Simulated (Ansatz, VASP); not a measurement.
## SiC (Moissanite) in two plane-wave programs

One calculation is typed for both programs; each brings its own data sets and cutoff. How far apart do they land? The cell is taken from a series of VASP runs on this material, whose earlier steps may have relaxed, scaled or displaced it; both programs get it as it stands. Other levels of theory on this material are compared in a session of their own.

Program: Ansatz 0.2.0. Level of theory: plane waves, with VASP 6.6.1 beside it; dielectric response at LDA and single point at LDA. Results are calculated unless marked as measured.

## Step 1: Starting point

Symmetry: P6_3mc, No. 186, hexagonal system. The conventional cell has a = 3.076 Å, b = 3.076 Å, c = 5.048 Å, α = 90.00°, β = 90.00°, γ = 120.00°. Si has 4 C at 1.87 to 1.94 Å nearest. C has 4 Si at 1.87 to 1.94 Å nearest. Farther neighbours are not listed.

Structure file:

```cif
data_structure
_symmetry_space_group_name_H-M 'P6_3mc'
_symmetry_Int_Tables_number 186
_cell_length_a 3.0760
_cell_length_b 3.0760
_cell_length_c 5.0480
_cell_angle_alpha 90.000
_cell_angle_beta 90.000
_cell_angle_gamma 120.000
_cell_volume 41.36
loop_
_atom_site_label
_atom_site_type_symbol
_atom_site_symmetry_multiplicity
_atom_site_Wyckoff_symbol
_atom_site_fract_x
_atom_site_fract_y
_atom_site_fract_z
_atom_site_occupancy
Si1 Si 2 b 0.66667 0.33333 0.50000 1
C1 C 2 b 0.66667 0.33333 0.88500 1
```

## Step 2: Ansatz: dielectric response, LDA

Ansatz runs on its default PAW (the set named soft_2) files.

The response to a field tests empty states and converges slowly with the mesh.

input.yaml reads:

```yaml
crystal:
  lattice:
    - [3.076, 0.0, 0.0]
    - [-1.538, 2.663894142, 0.0]
    - [0.0, 0.0, 5.048]
  atoms:
    - { symbol: Si, position: [0.6666666667, 0.3333333333, 0.5] }
    - { symbol: Si, position: [0.3333333333, 0.6666666667, 0.0] }
    - { symbol: C, position: [0.6666666667, 0.3333333333, 0.885] }
    - { symbol: C, position: [0.3333333333, 0.6666666667, 0.385] }
hamiltonian:
  xc: lda
  pseudopotentials: { kind: paw }
kpoints:
  mp_grid: { grid: [12, 12, 6] }
scf:
  occupations: { method: fixed }
dielectric:
  method: response
```

Launch:

```bash
> ansatz run input.yaml --threads 2 --pin off --max-ram 4608MiB --backend cpu --events-out ev --progress --plain --runs-dir out
```

Numbers of over 12 decimals in the logs are rounded to 6 here.

The log of the run:

```text
Engine: ansatz 0.2.0, aarch64-unknown-linux-gnu
Pseudopotentials: kind: paw
Pseudopotential: Si, paw, valence charge 4, recommended cutoff 420 eV (normal), Si.paw.azcp
Pseudopotential: C, paw, valence charge 4, recommended cutoff 420 eV (normal), C.paw.azcp
Functional definition: SPW92
  exchange = slater_x
  correlation = pw_c
Crystal: 4 atoms, lattice volume = 41.364 Å³
Basis set: ecut = 420 eV, 785 PW (Γ), exchange–correlation on 48×48×72 points (8 copies of the dense FFT grid, shifted against one another)
Bands: 12, of which v1, the nominal top of the filled ones, is band 8 counted from 1 (7 counted from 0)
Symmetry: 12 space group operations
k-points: 242 of 864 (irreducible under 2 space group operations, time reversal used)
Non-local potential: Si, projectors of the file, l = 0: 2, l = 1: 2, l = 2: 2
Non-local potential: C, projectors of the file, l = 0: 2, l = 1: 2, l = 2: 1
PAW form: soft (Blöchl's): semilocal exchange-correlation on the pseudo side does not see the compensation charge
PAW frozen core: Si, regenerated for the run's functional, and the local potential with it (the file was generated under x = pbe(κ = 0.804, μ = 0.219515), c = pbe(β = 0.066725))
PAW frozen core: C, regenerated for the run's functional, and the local potential with it (the file was generated under x = pbe(κ = 0.804, μ = 0.219515), c = pbe(β = 0.066725))
PAW one-centre angular grid: Si, 110 points (default); XC on 64 Gauss nodes
PAW one-centre angular grid: C, 110 points (default); XC on 64 Gauss nodes
Initial density: superposition of atomic densities (neutral atoms: chi_scale 0, normalization atom), corrected by the library's trained network
Initial wavefunctions: pseudopotential atomic-orbital guess
Functional: x = slater, c = lda
SCF iter   1: F=—  HF=-1704.354737 eV  |F-HF|=—  |Δ(HF+E_count)|=         —  Δρ=7.71e-3  dr2=2.61e-2  ethr=1.77e-3  ⟨swp⟩=4.2  Hψ=16730  notcnv=0  defer=474
preconditioner: auto → none  [insulator: Δε(μ)=2.126 eV  Ē_g=11.759 eV  n_scr=2 (ndim 8)  ℏωp=23.1 eV  f_vac=0.000  ε∞_Penn≈4.9]
SCF iter   2: F=—  HF=-1704.347602 eV  |F-HF|=—  |Δ(HF+E_count)|=   7.13e-3  Δρ=3.47e-3  dr2=2.37e-3  ethr=1.63e-4  ⟨swp⟩=2.9  Hψ=7022  notcnv=0  defer=481
SCF iter   3: F=—  HF=-1704.346965 eV  |F-HF|=—  |Δ(HF+E_count)|=   6.37e-4  Δρ=1.43e-3  dr2=3.55e-4  ethr=1.48e-5  ⟨swp⟩=2.7  Hψ=5178  notcnv=0  defer=481
SCF iter   4: F=—  HF=-1704.346875 eV  |F-HF|=—  |Δ(HF+E_count)|=   9.00e-5  Δρ=3.01e-4  dr2=1.64e-5  ethr=2.22e-6  ⟨swp⟩=1.0  Hψ=2904  notcnv=0  defer=95
SCF iter   5: F=—  HF=-1704.346872 eV  |F-HF|=—  |Δ(HF+E_count)|=   3.24e-6  Δρ=2.43e-5  dr2=1.12e-7  ethr=1.03e-7  ⟨swp⟩=2.0  Hψ=4683  notcnv=0  defer=1
SCF iter   6: F=—  HF=-1704.346872 eV  |F-HF|=—  |Δ(HF+E_count)|=   3.46e-7  Δρ=2.85e-6  dr2=1.40e-9  ethr=7.01e-10  ⟨swp⟩=2.0  Hψ=4781  notcnv=0
SCF iter   7: F=-1704.346872 eV  HF=-1704.346872 eV  |F-HF|=9.09e-13  |Δ(HF+E_count)|=  6.73e-11  Δρ=2.23e-7  dr2=9.02e-12  ethr=1.00e-12  ⟨swp⟩=3.8  Hψ=10638  notcnv=0
SCF 1 converged in 7 iterations: F = -1704.346872 eV  dr2 = 9.02e-12
  greatest PAW one-centre occupation: 0.638 electrons in one spin orbital (limit 2), on the C atom at site 3 (counted from 0), in its partial waves of l = 0
DFPT response loops at Γ: preconditioner auto → Resta (q_TF=auto, 2.329 Å⁻¹)  ε∞=5.2 (no band partly filled); β = 1.00, the filter's whole step (`scf.mixing.beta` (0.50) is not read by the response loops at its default; to damp them type it under 1.00, their step now; it binds the ground state too); Broyden in place of MSR1
── the response to a field inside a basis, on 12×12×6 k-points: an SCF that follows is theirs, and a resumed run solves both again ──
Bands: 9, of which v1, the nominal top of the filled ones, is band 8 counted from 1 (7 counted from 0)
k-points: 126 of 864 (irreducible under 4 space group operations, time reversal used)
Initial density: handed on by an earlier stage of this run
Initial wavefunctions: pseudopotential atomic-orbital guess (no wavefunctions were taken with the density)
Eigensolver: Dense (126 Hₖ)
SCF iter   1: F=—  HF=-1704.348935 eV  |F-HF|=—  |Δ(HF+E_count)|=         —  Δρ=3.63e-4  dr2=9.50e-6  ethr=1.00e-1
preconditioner: auto → none  [insulator: Δε(μ)=2.641 eV  Ē_g=10.106 eV  n_scr=2 (ndim 8)  ℏωp=23.1 eV  f_vac=0.000  ε∞_Penn≈6.2]
SCF iter   2: F=—  HF=-1704.348936 eV  |F-HF|=—  |Δ(HF+E_count)|=   1.09e-6  Δρ=1.74e-4  dr2=2.02e-6  ethr=5.94e-8
SCF iter   3: F=—  HF=-1704.348937 eV  |F-HF|=—  |Δ(HF+E_count)|=   7.56e-7  Δρ=4.54e-5  dr2=4.14e-7  ethr=1.26e-8
SCF iter   4: F=-1704.348937 eV  HF=-1704.348937 eV  |F-HF|=1.01e-10  |Δ(HF+E_count)|=   7.77e-8  Δρ=3.46e-6  dr2=1.68e-9  ethr=2.59e-9
SCF 1 converged in 4 iterations: F = -1704.348937 eV  dr2 = 1.68e-9
DFPT response loops at Γ: preconditioner auto → Resta (q_TF=auto, 2.329 Å⁻¹)  ε∞=4.8 (no band partly filled); β = 1.00, the filter's whole step (`scf.mixing.beta` (0.50) is not read by the response loops at its default; to damp them type it under 1.00, their step now; it binds the ground state too); Broyden in place of MSR1
SCF converged after 7 iterations
Free energy (F): -1704.346872 eV
Harris-Foulkes:  -1704.346872 eV  (|F-HF|=9.09e-13)
Internal energy: -1704.346872 eV  (E = F + TS)
E sigma→0 (E₀):  -1704.346872 eV
Fermi energy:    9.542644 eV
--- Per-component energies (eV) ---
  E_band       = 54.160329
  E_kinetic    = 271.713059
  E_local      = -214.737600  (includes V_loc(G=0)·N_el)
  E_nonlocal   = 107.825466
  E_hartree    = 64.613202
  E_xc         = -209.534834
  E_vxc        = -218.896764  (∫ρ·V_xc dr)
  E_paw        = -1155.949638  (= ΣΔE_a)
  E_vpaw       = -20.970246  (= ΣTr[D̂ρ^β])
  E_aug_tail   = 0.000030  (compensation charges beyond the density's cutoff)
  E_ewald      = -568.570884
  E_core_change = 0.294326  (= ΣΔE_core)
  E_smearing   = -0.000000  (= −TS)
  E_closure    = 0.000000  (closes the sum)
  Σ components = -1704.346872   (vs F -1704.346872, Δ=0.00e0)
--- Band table (eV; the first three rows and the last of 242) ---
  k-point 0: bands = [... 4 lower, 7.9899, 9.2686, 9.2686, 9.5426, 14.1195, 15.5627, 15.9474, 15.9474]
  k-point 1: bands = [... 4 lower, 8.0640, 8.7744, 9.1691, 9.1691, 14.2424, 15.9945, 15.9945, 16.1286]
  k-point 2: bands = [... 4 lower, 8.2733, 8.2733, 8.9091, 8.9091, 14.6055, 15.9247, 16.1958, 16.1958]
  k-point 241: bands = [... 4 lower, 4.6869, 4.6869, 7.4561, 7.4561, 14.1278, 14.1278, 16.1700, 16.1700]
--- Dielectric response (ions clamped): 3 representative field directions + reference, inside a basis on a mesh of 864 k-points (Σ response iterations 12) ---
  ε∞ (high-frequency dielectric tensor):
        6.893353     0.000000    -0.000000
        0.000000     6.893353     0.000000
       -0.000000     0.000000     7.457600
  Born effective charges Z* (e; rows j = field, columns β = displacement):
    site 0:
         2.68544   -0.00000    0.00000
         0.00000    2.68544    0.00000
         0.00000    0.00000    2.92408
    site 1:
         2.68544    0.00000    0.00000
         0.00000    2.68544    0.00000
         0.00000   -0.00000    2.92408
    site 2:
        -2.68544    0.00000    0.00000
         0.00000   -2.68544    0.00000
        -0.00000   -0.00000   -2.92408
    site 3:
        -2.68544    0.00000   -0.00000
        -0.00000   -2.68544   -0.00000
        -0.00000    0.00000   -2.92408
  Z* charge neutrality: 7.724e-4 e pre-enforcement
  solved inside a basis spanned on kpoints, on 12×12×6 k-points, its susceptibility summed on 16×16×8: ε∞ is read to err by 2.6e-2, Z* by 1.1e-2 e (field_mesh: kpoints solves on kpoints); Z* is corrected for what the basis lacks
```

It took 36 s on 2 threads of Arm Neoverse V2, shared host; peak memory 0.69 GiB; 71 s of CPU time.

In the SCF lines HF is the Harris–Foulkes energy and dr2 the Hartree energy of the density residual, in eV; the loop may stop once dr2 is under the threshold and the program's other checks hold. Hψ counts applications of the Hamiltonian.

(Continued in part 2 of 3.)

[Lines on the potential files, build, host, timing and source positions are cut from VASP's logs without a mark.]

[Logs are printed without paths, hosts, clocks, repeated set-up lines and the standing remarks that a program may print on its own settings, such as how far it seeks lower states.]

[Hosts, paths, dates, database ids (printed as entryN), source tags and the programs' standing remarks are cut or masked in the printed files.]
